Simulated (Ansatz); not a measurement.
## Co: constraining the magnetisation

We look at Co: an experimental structure (space group Fm-3m), with 1 atom per cell. The computed pressure is over 10 GPa in size, so the cell is far from the computed equilibrium volume. Source: COD entry 9012947; it may be a high-temperature, high-pressure or metastable form.

```
Co
1.0
     0.00000    1.80740    1.80740
     1.80740    0.00000    1.80740
     1.80740    1.80740    0.00000
Co
1
Direct
  0.00000 0.00000 0.00000
```

Numbers behind element symbols give the atom's place in this list.

These are results of Ansatz development build ahead of 0.2.0, DFT, PBE, PAW, plane waves, scalar-relativistic, not measurements.

| Setting | Value |
| --- | --- |
| Plane-wave cutoff | 420 eV |
| k-point mesh | 15×15×15 (Γ-centred) |
| Occupations | Fermi–Dirac smearing, 0.1 eV |

Moments by site are taken inside atomic spheres; the rest lies between them.

Each run fixes N↑ − N↓ and starts with that moment spread in parallel over the Co atoms; no search for lower states follows. Energies are free energies per cell above the lowest run, the runs with a free moment included. A row is the solution that its start led to, not a proven minimum at that M. The run at M = 0 starts without moments and gives the spin-unpolarised solution. The cell holds one magnetic atom, so only parallel order fits; orders in a larger cell may lie lower.

The run at M = 1.70 μB took 1 s on 2 threads of Intel(R) Xeon(R) Platinum 8559C (shared host), peak memory 0.39 GiB.

```
fixed M (μB/cell)  F − F(lowest) (meV/cell)  moments of Co1 (μB)
             0.00                       251                 0.00
             0.42                       231                 0.45
             0.85                         ?                    ?
             1.27                        81                 1.35
             1.70                         0                 1.78
             2.12                       135                 2.14
             2.55                         ?                    ?
             2.97                      1505                 2.79
             3.40                      2852                 3.11
```

Question: Fill in the row for M = 0.85 μB.

Answer: 171 meV; moments Co1 0.90 μB.

Question: Fill in the row for M = 2.55 μB.

Answer: 610 meV; moments Co1 2.47 μB.

With the constraint released: “usual moment, free total moment [Co1 3.00 μB]” ends at 1.70 μB, 0 meV; “usual moment scaled by 0.1, free total moment [Co1 0.30 μB]” ends at 1.70 μB, 0 meV.
